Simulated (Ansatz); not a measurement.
# PbS (Cmcm) in Ansatz: notebook

The runs below take PbS through single point, equation of state, with PBEsol.

All numbers are computed with Ansatz 0.2.0; they aren't measurements. Logs are shortened: lines on timing, memory, paths and dates and some standing lists are left out, and cuts for length are marked.

## (1) The crystal as given

Symmetry: Cmcm, No. 63, orthorhombic system. The conventional cell has a = 4.160 Å, b = 11.983 Å, c = 4.279 Å, α = 90.00°, β = 90.00°, γ = 90.00°. Pb (site symmetry m2m) has 5 S at 2.69 to 2.99 Å as nearest neighbours. S (site symmetry m2m) has 5 Pb at 2.69 to 2.99 Å as nearest neighbours.

Measurements of this composition are mostly on another form, of space group No. 225.

## (2) Single point, PBEsol, 25.06 Å³/atom (volume scaled by 0.94)

input.yaml reads:

```yaml
crystal:
  lattice:
    - [2.0374927668, -5.8689911821, 0.0]
    - [2.0374927668, 5.8689911821, 0.0]
    - [0.0, 0.0, 4.1919633476]
  atoms:
    - { symbol: Pb, position: [0.13056335, 0.86943665, 0.25] }
    - { symbol: Pb, position: [0.86943665, 0.13056335, 0.75] }
    - { symbol: S, position: [0.35479709, 0.64520291, 0.25] }
    - { symbol: S, position: [0.64520291, 0.35479709, 0.75] }
kpoints:
  mp_grid: { grid: [7, 7, 6] }
scf:
  occupations: { method: fermi_dirac, width: 0.05 }
hamiltonian:
  xc: pbesol
  pseudopotentials: { kind: all_electron, lapw: { basis_error: 0.002 } }
output:
  forces: true
  stress: true
  eigenvalues: true
```

Potentials or basis: all-electron LAPW, scalar-relativistic.

Launch:

```sh
ansatz run input.yaml --threads 2 --pin off --max-ram 6144MiB --backend cpu --events-out ev --progress --plain --runs-dir out
```

Standard output:

```text
Warning: RAYON_NUM_THREADS=2 ignored (pool sized by the plan → 2); use --threads N
LAPW: plane waves up to 7.444 Å⁻¹, error target 2.0e-3 eV per atom; small_component_spin mean_spin; S in spheres of 1.134 Å, 14 of its electrons in bands, Dirac shells []; Pb in spheres of 1.498 Å, 36 of its electrons in bands, Dirac shells [] (how accurate: hamiltonian.pseudopotentials.lapw.basis_error, Limitations)
Engine: ansatz 0.2.0, aarch64-unknown-linux-gnu
Pseudopotentials: kind: all_electron
Pseudopotential: Pb, LAPW, valence charge 36, lapw/all_electron/scalar/gaussian/Pb, Koelling and Harmon's equation, gaussian nucleus
Pseudopotential: S, LAPW, valence charge 14, lapw/all_electron/scalar/gaussian/S, Koelling and Harmon's equation, gaussian nucleus
Functional definition: PBEsol
  exchange = pbesol_x
  correlation = pbesol_c
Crystal: 4 atoms, lattice volume = 100.255 Å³
Basis set: ecut = 211.14090445182842 eV, 673 PW (Γ), FFT grids on a1+a2, a2, a3, exchange–correlation at level 2
Bands: 60, of which v1, the nominal top of the filled ones, is band 50 counted from 1 (49 counted from 0)
Symmetry: 8 space group operations
Space group: Cmcm (ITA 63), of the structure as read, at distance tolerance 4.6e-5 Å
k-points: 64 of 294
Non-local potential: Pb, projectors of the file, none
Non-local potential: S, projectors of the file, none
Initial density: superposition of atomic densities (chi_scale 0.1, normalization cell, long waves kept (reshape's long-wave potential 0.01 eV rms))
Initial wavefunctions: plane waves of lowest kinetic energy (no species holds an atomic orbital)
Functional: x = pbesol(κ = 0.804, μ = 0.12345679012345678), c = pbesol(β = 0.046)
iter 1 solved again at ethr=2.58e-3 eV; its pass at ethr=1.00e-1 eV (dr2=2.58e0 eV) is discarded
SCF iter   1: F=—  HF=-1157524.205467 eV  |F-HF|=—  |Δ(HF+E_count)|=         —  Δρ=3.36e-2  dr2=2.58e0  ethr=2.58e-3  ⟨swp⟩=2.0  Hψ=23833  notcnv=0
preconditioner: auto → Resta (q_TF=auto, 2.727 Å⁻¹)  ε∞=3.1  [insulator: Δε(μ)=1.647 eV  Ē_g=16.261 eV  σ=0.050 eV  W_gap=1.00  n_scr=38 (ndim 8)  ℏωp=23.5 eV  f_vac=0.045  D(μ)=0.00/eV (n_scr^D=0)  ε∞_Penn≈3.1]
iter 2 solved again at ethr=2.35e-4 eV; its pass at ethr=2.58e-3 eV (dr2=2.35e-1 eV) is discarded
SCF iter   2: F=—  HF=-1157523.414008 eV  |F-HF|=—  |Δ(HF+E_count)|=   7.91e-1  Δρ=1.13e-2  dr2=2.35e-1  ethr=2.35e-4  ⟨swp⟩=2.0  Hψ=19808  notcnv=0
SCF iter   3: F=—  HF=-1157523.376539 eV  |F-HF|=—  |Δ(HF+E_count)|=         —  Δρ=5.81e-3  dr2=5.78e-2  ethr=2.35e-4  ⟨swp⟩=2.0  Hψ=10597  notcnv=0
the basis was enlarged: its passes take 142.0 KiB over the memory plan, 2 of 2 planned eigensolver slots
SCF iter   4: F=—  HF=-1157523.375873 eV  |F-HF|=—  |Δ(HF+E_count)|=   6.66e-4  Δρ=1.06e-3  dr2=1.35e-3  ethr=5.78e-5  ⟨swp⟩=2.0  Hψ=11649  notcnv=0
SCF iter   5: F=—  HF=-1157523.372935 eV  |F-HF|=—  |Δ(HF+E_count)|=   2.94e-3  Δρ=4.15e-4  dr2=1.55e-4  ethr=1.35e-6  ⟨swp⟩=2.0  Hψ=11016  notcnv=0
SCF iter   6: F=—  HF=-1157523.373017 eV  |F-HF|=—  |Δ(HF+E_count)|=   8.18e-5  Δρ=1.17e-4  dr2=1.28e-5  ethr=1.55e-7  ⟨swp⟩=3.0  Hψ=11243  notcnv=0
SCF iter   7: F=—  HF=-1157523.373029 eV  |F-HF|=—  |Δ(HF+E_count)|=   1.23e-5  Δρ=4.34e-5  dr2=3.40e-6  ethr=1.28e-8  ⟨swp⟩=3.0  Hψ=11386  notcnv=0
SCF iter   8: F=—  HF=-1157523.373029 eV  |F-HF|=—  |Δ(HF+E_count)|=   2.24e-8  Δρ=1.06e-5  dr2=1.27e-7  ethr=3.40e-9  ⟨swp⟩=3.0  Hψ=11227  notcnv=0
SCF iter   9: F=-1157523.373029 eV  HF=-1157523.373029 eV  |F-HF|=6.05e-9  |Δ(HF+E_count)|=   1.02e-7  Δρ=2.77e-6  dr2=7.51e-9  ethr=1.27e-10  ⟨swp⟩=3.0  Hψ=11512  notcnv=0
SCF 1 converged in 9 iterations: F = -1157523.373029 eV  dr2 = 7.51e-9
SCF converged after 9 iterations
Free energy (F): -1157523.373029 eV
Harris-Foulkes:  -1157523.373029 eV  (|F-HF|=6.05e-9)
Internal energy: -1157523.373028 eV  (E = F + TS)
E sigma→0 (E₀):  -1157523.373029 eV
Entropy (-TS):   -0.000001 eV (-0.000 meV/atom)
Fermi energy:    11.961784 eV
--- Per-component energies (eV) ---
  E_band       = -7002.139728
  E_kinetic    = 1331250.545137
  E_xc         = -22216.386826
  E_electrostatic = -2466557.531339  (all electrons and nuclei)
  E_smearing   = -0.000001  (= −TS)
  E_closure    = 0.000000  (closes the sum)
  E_atoms      = -1157504.684266  (free atoms, spherical and without spin; not in F)
  Σ components = -1157523.373029   (vs F -1157523.373029, Δ=0.00e0)
  Basis errors (estimates in eV, not in F): energy 9.0e-4 per atom: plane waves 8.1e-4 (4.6e-4 summed), levels above the bands 2.3e-74, relativity 8.7e-8, radial functions 8.6e-5, core shells 1.8e-7; eigenvalues (radial functions only) 1.7e-5; not estimated: angular momenta, meshes, grids; target (lapw.basis_error) 2.0e-3; muffin-tin radii S 1.134 Å, Pb 1.498 Å
--- Forces (eV/Å), atoms counted from 1 ---
  atom   1  Pb     0.00000000     0.37039897     0.00000000
  atom   2  Pb     0.00000000    -0.37039897     0.00000000
  atom   3  S      0.00000000    -0.26887382     0.00000000
  atom   4  S      0.00000000     0.26887382     0.00000000
  max |Σ_I F_I| component: 0.00e0 eV/Å
--- Stress (GPa, compression-positive) ---
        1.625523       0.000000       0.000000
        0.000000       1.989777       0.000000
        0.000000       0.000000       1.424477
  P = ⅓ Tr σ = 1.6799 GPa (16.799 kbar)
--- Band table (eV; the first three rows and the last of 64) ---
  k-point 0: bands = ["-192.9252", "-192.9252", "-137.9825", "-137.9825", "-137.9815", "-137.9815", "-137.9779", "-137.9779", "-127.4776", "-127.4776", "-116.5300", "-116.5300", "-116.5299", "-116.5299", "-116.5210", "-116.5210", "-116.5178", "-116.5178", "-116.5104", "-116.5104", "-116.5095", "-116.5095", "-116.5064", "-116.5064", "-69.2804", "-69.2804", "-69.2773", "-69.2770", "-69.2551", "-69.2546", "-5.0136", "-4.8600", "-4.8462", "-4.8405", "-4.8036", "-4.7948", "-4.7835", "-4.7770", "-4.7563", "-4.7023", "-2.0395", "0.0716", "4.5485", "5.6962", "6.7799", "8.1395", "8.7485", "9.5380", "9.7352", "10.8631", "15.8620", "16.1920", "16.4017", "17.2219", "17.4197", "17.4515", "17.7346", "18.2926", "18.6597", "20.8149"]
  k-point 1: bands = ["-192.9252", "-192.9252", "-137.9825", "-137.9825", "-137.9815", "-137.9815", "-137.9779", "-137.9779", "-127.4776", "-127.4776", "-116.5300", "-116.5300", "-116.5299", "-116.5299", "-116.5210", "-116.5210", "-116.5178", "-116.5178", "-116.5104", "-116.5104", "-116.5095", "-116.5095", "-116.5064", "-116.5064", "-69.2804", "-69.2804", "-69.2773", "-69.2771", "-69.2551", "-69.2546", "-4.9906", "-4.8622", "-4.8487", "-4.8244", "-4.8087", "-4.8055", "-4.7955", "-4.7619", "-4.7504", "-4.7163", "-1.8646", "0.0606", "4.0503", "5.2378", "6.9438", "8.6373", "8.9699", "9.7255", "10.1696", "10.6864", "15.4463", "15.6171", "15.8168", "16.4288", "16.6660", "16.7534", "17.5204", "19.1360", "19.6809", "21.0010"]
  k-point 2: bands = ["-192.9252", "-192.9252", "-137.9825", "-137.9825", "-137.9815", "-137.9815", "-137.9779", "-137.9779", "-127.4776", "-127.4776", "-116.5300", "-116.5300", "-116.5299", "-116.5299", "-116.5210", "-116.5210", "-116.5178", "-116.5178", "-116.5104", "-116.5104", "-116.5095", "-116.5095", "-116.5064", "-116.5064", "-69.2804", "-69.2804", "-69.2773", "-69.2771", "-69.2550", "-69.2547", "-4.9402", "-4.8724", "-4.8358", "-4.8308", "-4.8297", "-4.7980", "-4.7857", "-4.7507", "-4.7486", "-4.7447", "-1.3692", "-0.1241", "3.4309", "4.3005", "7.5141", "9.0560", "9.5526", "10.1261", "10.6223", "11.0151", "13.9356", "14.1318", "14.4018", "15.1504", "16.4830", "16.6680", "18.8789", "20.2727", "20.8695", "21.5570"]
  k-point 63: bands = ["-192.9252", "-192.9252", "-137.9825", "-137.9825", "-137.9815", "-137.9815", "-137.9779", "-137.9779", "-127.4776", "-127.4776", "-116.5300", "-116.5300", "-116.5299", "-116.5299", "-116.5210", "-116.5210", "-116.5178", "-116.5178", "-116.5104", "-116.5104", "-116.5095", "-116.5095", "-116.5064", "-116.5064", "-69.2804", "-69.2804", "-69.2772", "-69.2772", "-69.2549", "-69.2549", "-4.9097", "-4.9097", "-4.8249", "-4.8249", "-4.7982", "-4.7982", "-4.7601", "-4.7601", "-4.7601", "-4.7601", "-0.6142", "-0.6142", "3.0738", "3.0738", "9.9187", "9.9187", "10.0361", "10.0361", "10.9246", "10.9246", "13.2571", "13.2571", "14.5729", "14.5729", "14.8593", "14.8593", "19.9721", "19.9721", "20.4893", "20.4893"]
```

Run time: 29 s. Hardware: 2 threads of Arm Neoverse V2, shared host; peak memory 0.61 GiB.

Results:

```yaml
Free_energy: -1157523.3730 eV
Pressure: 1.7 GPa
Largest_force: 0.370 eV/Å
Band_gap_on_the_k_mesh: 1.02 eV, indirect (least direct gap 1.30 eV)
```

Caveat: spin-orbit coupling is left out, which as a rule narrows the gap of such compounds by several tenths of an eV; an odd mesh through Γ misses points on the zone boundary, where band edges often lie.

## (3) Single point, PBEsol, 25.60 Å³/atom (volume scaled by 0.96)

input.yaml, as its differences from that of step 2:

```diff
@@ -2,5 +2,5 @@
   lattice:
-    - [2.0374927668, -5.8689911821, 0.0]
-    - [2.0374927668, 5.8689911821, 0.0]
-    - [0.0, 0.0, 4.1919633476]
+    - [2.0518417802, -5.9103234677, 0.0]
+    - [2.0518417802, 5.9103234677, 0.0]
+    - [0.0, 0.0, 4.2214851889]
   atoms:
```

Potentials or basis: all-electron LAPW, scalar-relativistic.

Launch:

```sh
ansatz run input.yaml --threads 2 --pin off --max-ram 6144MiB --backend cpu --events-out ev --progress --plain --runs-dir out
```

It took 29 s on 2 threads of Arm Neoverse V2, shared host; peak memory 0.61 GiB.

Results (log left out):

```
Free energy            : -1157523.3865 eV
Pressure               : 0.4 GPa
Largest force          : 0.226 eV/Å
Band gap on the k mesh : 1.07 eV, indirect (least direct gap 1.33 eV)
```

Caveat: spin-orbit coupling is left out, which as a rule narrows the gap of such compounds by several tenths of an eV; an odd mesh through Γ misses points on the zone boundary, where band edges often lie.

## (4) Single point, PBEsol, 26.13 Å³/atom (volume scaled by 0.98)

input.yaml, as its differences from that of step 3:

```diff
@@ -2,5 +2,5 @@
   lattice:
-    - [2.0518417802, -5.9103234677, 0.0]
-    - [2.0518417802, 5.9103234677, 0.0]
-    - [0.0, 0.0, 4.2214851889]
+    - [2.0659928603, -5.9510856073, 0.0]
+    - [2.0659928603, 5.9510856073, 0.0]
+    - [0.0, 0.0, 4.2505997999]
   atoms:
```

Launch:

```sh
ansatz run input.yaml --threads 2 --pin off --max-ram 6144MiB --backend cpu --events-out ev --progress --plain --runs-dir out
```

Wall time 28 s (2 threads of Arm Neoverse V2, shared host); peak memory 0.6 GiB.

Results (log left out):

```yaml
Free_energy: -1157523.3833 eV
Pressure: -0.8 GPa
Largest_force: 0.092 eV/Å
Band_gap_on_the_k_mesh: 1.12 eV, indirect (least direct gap 1.35 eV)
```

Caveat: spin-orbit coupling is left out, which as a rule narrows the gap of such compounds by several tenths of an eV; an odd mesh through Γ misses points on the zone boundary, where band edges often lie.

## (5) Single point, PBEsol, 26.66 Å³/atom

input.yaml, as its differences from that of step 4:

```diff
@@ -2,5 +2,5 @@
   lattice:
-    - [2.0659928603, -5.9510856073, 0.0]
-    - [2.0659928603, 5.9510856073, 0.0]
-    - [0.0, 0.0, 4.2505997999]
+    - [2.079952695, -5.991296865, 0.0]
+    - [2.079952695, 5.991296865, 0.0]
+    - [0.0, 0.0, 4.27932094]
   atoms:
```

Launch:

```sh
ansatz run input.yaml --threads 2 --pin off --max-ram 6144MiB --backend cpu --events-out ev --progress --plain --runs-dir out
```

It took 28 s on 2 threads of Arm Neoverse V2, shared host; peak memory 0.6 GiB.

Results (log left out):

```
Free energy            : -1157523.3654 eV
Pressure               : -1.9 GPa
Largest force          : 0.034 eV/Å
Band gap on the k mesh : 1.16 eV, indirect (least direct gap 1.34 eV)
```

Caveat: spin-orbit coupling is left out, which as a rule narrows the gap of such compounds by several tenths of an eV; an odd mesh through Γ misses points on the zone boundary, where band edges often lie.

## (6) Single point, PBEsol, 27.20 Å³/atom (volume scaled by 1.02)

input.yaml, as its differences from that of step 5:

```diff
@@ -2,5 +2,5 @@
   lattice:
-    - [2.079952695, -5.991296865, 0.0]
-    - [2.079952695, 5.991296865, 0.0]
-    - [0.0, 0.0, 4.27932094]
+    - [2.0937276176, -6.030975484, 0.0]
+    - [2.0937276176, 6.030975484, 0.0]
+    - [0.0, 0.0, 4.3076616397]
   atoms:
```

Potentials or basis: all-electron LAPW, scalar-relativistic.

Launch:

```sh
ansatz run input.yaml --threads 2 --pin off --max-ram 6144MiB --backend cpu --events-out ev --progress --plain --runs-dir out
```

Run time: 29 s. Hardware: 2 threads of Arm Neoverse V2, shared host; peak memory 0.6 GiB.

The run converged. Its results:

```
Free energy            : -1157523.3343 eV
Pressure               : -2.8 GPa
Largest force          : 0.151 eV/Å
Band gap on the k mesh : 1.20 eV, indirect (least direct gap 1.33 eV)
```

Caveat: spin-orbit coupling is left out, which as a rule narrows the gap of such compounds by several tenths of an eV; an odd mesh through Γ misses points on the zone boundary, where band edges often lie.

## (7) Single point, PBEsol, 27.73 Å³/atom (volume scaled by 1.04)

input.yaml, as its differences from that of step 6:

```diff
@@ -2,5 +2,5 @@
   lattice:
-    - [2.0937276176, -6.030975484, 0.0]
-    - [2.0937276176, 6.030975484, 0.0]
-    - [0.0, 0.0, 4.3076616397]
+    - [2.1073236324, -6.0701387599, 0.0]
+    - [2.1073236324, 6.0701387599, 0.0]
+    - [0.0, 0.0, 4.3356342523]
   atoms:
```

Launch:

```sh
ansatz run input.yaml --threads 2 --pin off --max-ram 6144MiB --backend cpu --events-out ev --progress --plain --runs-dir out
```

Run time: 29 s. Hardware: 2 threads of Arm Neoverse V2, shared host; peak memory 0.6 GiB.

The run converged. Its results:

- Free energy: -1157523.2913 eV
- Pressure: -3.6 GPa
- Largest force: 0.260 eV/Å
- Band gap on the k mesh: 1.24 eV, indirect (least direct gap 1.33 eV)

Caveat: spin-orbit coupling is left out, which as a rule narrows the gap of such compounds by several tenths of an eV; an odd mesh through Γ misses points on the zone boundary, where band edges often lie.

## (8) Single point, PBEsol, 28.26 Å³/atom (volume scaled by 1.06)

input.yaml, as its differences from that of step 7:

```diff
@@ -2,5 +2,5 @@
   lattice:
-    - [2.1073236324, -6.0701387599, 0.0]
-    - [2.1073236324, 6.0701387599, 0.0]
-    - [0.0, 0.0, 4.3356342523]
+    - [2.1207464379, -6.1088031065, 0.0]
+    - [2.1207464379, 6.1088031065, 0.0]
+    - [0.0, 0.0, 4.3632505017]
   atoms:
```

Launch:

```sh
ansatz run input.yaml --threads 2 --pin off --max-ram 6144MiB --backend cpu --events-out ev --progress --plain --runs-dir out
```

Run time: 29 s. Hardware: 2 threads of Arm Neoverse V2, shared host; peak memory 0.6 GiB.

Results (log left out):

| Item | Value |
| --- | --- |
| Free energy | -1157523.2377 eV |
| Pressure | -4.4 GPa |
| Largest force | 0.362 eV/Å |
| Band gap on the k mesh | 1.25 eV, indirect (least direct gap 1.32 eV) |

Caveat: spin-orbit coupling is left out, which as a rule narrows the gap of such compounds by several tenths of an eV; an odd mesh through Γ misses points on the zone boundary, where band edges often lie.

## (9) Equation of state, PBEsol

Potentials or basis: all-electron LAPW, scalar-relativistic.

This step only gathers the single runs of the series.

Results:

```
Equilibrium volume                        : 25.76 Å³/atom
Bulk modulus at fixed shape and positions : 58 GPa
Pressure derivative of the bulk modulus   : 4.4
```

Energy against volume, from the lowest point:
| volume (Å³/atom) | energy (meV/atom) |
| --- | --- |
| 25.064 | 3.36 |
| 25.597 | 0.00 |
| 26.130 | 0.78 |
| 26.664 | 5.26 |
| 27.197 | 13.04 |
| 27.730 | 23.79 |
| 28.263 | 37.18 |

Caveat: the cell was scaled at fixed shape and fractional positions, which overstates the stiffness of a crystal with free parameters, most of all of layers and chains.
